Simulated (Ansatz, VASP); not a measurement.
AlP3 in VASP and in Ansatz

The input INCAR:

```
PREC     = Accurate       # precision mode
ENCUT    = 600            # plane-wave cutoff, eV
EDIFF    = 1E-6           # SCF threshold, eV
ISMEAR   = 0              # smearing method
SIGMA    = 0.1            # smearing width, eV
LREAL    = F              # projectors in reciprocal space
LASPH    = T              # aspherical terms in the spheres
NELM     = 100            # most SCF steps
ALGO     = Normal         # electronic algorithm
ISIF     = 3              # what is computed and relaxed
LWAVE    = F              # write WAVECAR
LCHARG   = F              # write CHGCAR
GGA      = PE             # functional
IBRION   = 2              # ionic algorithm
NSW      = 100            # ionic steps
EDIFFG   = -0.01          # ionic threshold
```

The input KPOINTS:

```
Automatic mesh
0
Gamma
  10 10 10
```

POSCAR

```
AlP3
1.0
    4.0252111479      0.0000000000      0.0000000000
    0.0000000000      4.0252111479      0.0000000000
    0.0000000000      0.0000000000      4.0252111479
Al P
1 3
Direct
    0.0000000000      0.0000000000      0.0000000000
    0.0000000000      0.5000000000      0.5000000000
    0.5000000000      0.0000000000      0.5000000000
    0.5000000000      0.5000000000      0.0000000000
```

Input for Ansatz:

```yaml
crystal:
  lattice:
    - [4.0252111479, 0.0, 0.0]
    - [0.0, 4.0252111479, 0.0]
    - [0.0, 0.0, 4.0252111479]
  atoms:
    - { symbol: Al, position: [0.0, 0.0, 0.0] }
    - { symbol: P, position: [0.0, 0.5, 0.5] }
    - { symbol: P, position: [0.5, 0.0, 0.5] }
    - { symbol: P, position: [0.5, 0.5, 0.0] }
basis:
  ecutwfc: 420
kpoints:
  mp_grid: { grid: [10, 10, 10] }
hamiltonian:
  xc: pbe
scf:
  occupations: { method: gaussian, width: 0.1 }
output:
  forces: true
  stress: true
  eigenvalues: true
relax:
  adjacent_minimum: "off"
  f_tol: 0.01
  max_steps: 80
  cell: { stress_tol: 0.05 }
```

Alike in both runs: task relaxation of cell and atoms; functional PBE; k mesh 10 × 10 × 10; occupations gaussian, width 0.1 eV; no spin polarisation.

|  | VASP | Ansatz |
| --- | --- | --- |
| version | VASP 6.6.1 | Ansatz 0.2.0 |
| potentials or method | VASP PAW PBE potentials, release 64 (Al, P) | scalar-relativistic, plane waves, PAW |
| plane-wave cutoff (eV) | 600 | 420 |
| valence electrons in the cell | 18 | 18 |

```csv
,VASP,Ansatz,Ansatz less VASP
"gap on the k mesh at the Fermi level, each at its own relaxed structure (eV)",none,none,-
relaxed volume (Å³/atom),15.04,15.06,+0.024
relaxed cell length with the largest relative difference (Å),3.918,3.920,+0.0021
energy change over the relaxation (meV/atom),-25,-24,+0.7
```

A gap of «none» marks a metal or a gap that the smearing closes.
